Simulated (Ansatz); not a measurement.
CdTe: the change of energy above relaxed cell and pressure with volume per atom

All results are calculated (Ansatz 0.2.0). Plane-wave density functional theory, PAW datasets, Gaussian smearing 0.05 eV: one cell in which all forces lie under 0.002 eV/angstrom; stress (xx yy zz yz xz xy) and pressure positive in compression; site moments are of spin alone; formation energy from the elements run alike, uncorrected.

Cell of the first row (space group Fm-3m, No. 225):
```
cell vectors (Å)
   0.0000     2.9575     2.9575
   2.9575     0.0000     2.9575
   2.9575     2.9575     0.0000
atoms (fractions of the cell vectors)
Cd  0.50000  0.50000  0.50000
Te  0.00000  0.00000  0.00000
```

Settings of every row: paw set soft_2; functional PBEsol; spin treatment none; moment partition spheres; spin axis none; wave cutoff 420 eV; k mesh 8x8x8; SCF start atoms; lower state search light; symmetry use detected.

Atom first moment, atom hubbard u: 0 on all atoms.

Limits: no spin-orbit coupling, which can matter with elements this heavy.

```
row  volume per atom (Å³)  energy above relaxed cell (meV per atom)  pressure (GPa)  formation energy (eV per atom)
  1                25.868                                      8.16           2.545                         -0.2581
  2                26.407                                      1.94           1.195                         -0.2643
  3                26.816                                       0.1           0.273                         -0.2661
  4                26.946                                         0          -0.004                         -0.2662
  5                27.485                                      1.87          -1.069                         -0.2643
  6                28.024                                         ?               ?                               ?
  7                28.528                                     14.72          -2.800                         -0.2515
  8                31.698                                    106.84          -6.091                         -0.1594
  9                33.251                                    170.64          -7.006                         -0.0956
```

Question: what energy above relaxed cell and pressure should row 6 give?

Worked fit of energy above relaxed cell. Take u = (V_r/V)^(2/3) − 1 with V_r = 27.215 Å³ an atom, which is twice the finite (Eulerian) strain; such expansions in the strain, on which the Birch-Murnaghan equation of state is built, carry the rest volume and the bulk modulus. The shown rows have u = 0.03442, 0.0203, 0.0099, 0.00664, -0.00656, -0.03092, -0.09666, -0.12501. Least squares give energy above relaxed cell = 0.485 − 143.002 × u + 10444.92 × u² + 5603.7 × u³ meV per atom; a parabola predicts inner rows, each left out in turn, worse (root mean square 0.71 against 0.013 meV per atom). The rows lie off it by -0.01, 0.01, 0.00, 0.00, 0.00, -0.01, 0.00, 0.00. Its lowest point lies at u = 0.0068, or V = 26.94 Å³ an atom, and the curvature there gives the bulk modulus at fixed shape and fractions, B = (4/9)(1 + u)² E″(u)/V = 56.6 GPa. The withheld row has u = -0.01934, so the fit gives 0.485 − 143.002 × (-0.01934) + 10444.92 × (-0.01934)² + 5603.7 × (-0.01934)³ = 7.12 meV per atom.

The calculation gave 7.1 meV per atom. The fit lies 0.02 meV per atom (0.012 % of the column's range) above it; its largest miss of a shown row is 0.01 meV per atom.

Worked fit of pressure. Take u = (V_r/V)^(2/3) − 1 with V_r = 27.215 Å³ an atom, which is twice the finite (Eulerian) strain; such expansions in the strain, on which the Birch-Murnaghan equation of state is built, carry the rest volume and the bulk modulus. The shown rows have u = 0.03442, 0.0203, 0.0099, 0.00664, -0.00656, -0.03092, -0.09666, -0.12501. Least squares give pressure = −0.5531 + 80.4889 × u + 268.674 × u² + 300.97 × u³ GPa; a parabola predicts inner rows, each left out in turn, worse (root mean square 0.039 against 0.0099 GPa). The rows lie off it by -0.003, 0.001, 0.003, 0.003, 0.001, -0.006, 0.004, -0.002 (root mean square 0.0033 GPa), a smooth pattern that one more power would take up: the form is only approximate. The pressure vanishes at u = 0.0067, or V = 26.94 Å³ an atom, and there the bulk modulus at fixed shape and fractions is B = −V dP/dV = (2/3)(1 + u) dP/du = 56.5 GPa. The withheld row has u = -0.01934, so the fit gives −0.5531 + 80.4889 × (-0.01934) + 268.674 × (-0.01934)² + 300.97 × (-0.01934)³ = -2.011 GPa.

The calculation gave -2.013 GPa. The fit lies 0.002 GPa (0.021 % of the column's range) above it; its largest miss of a shown row is 0.006 GPa.

The other values of row 6: formation energy -0.2591 eV per atom.
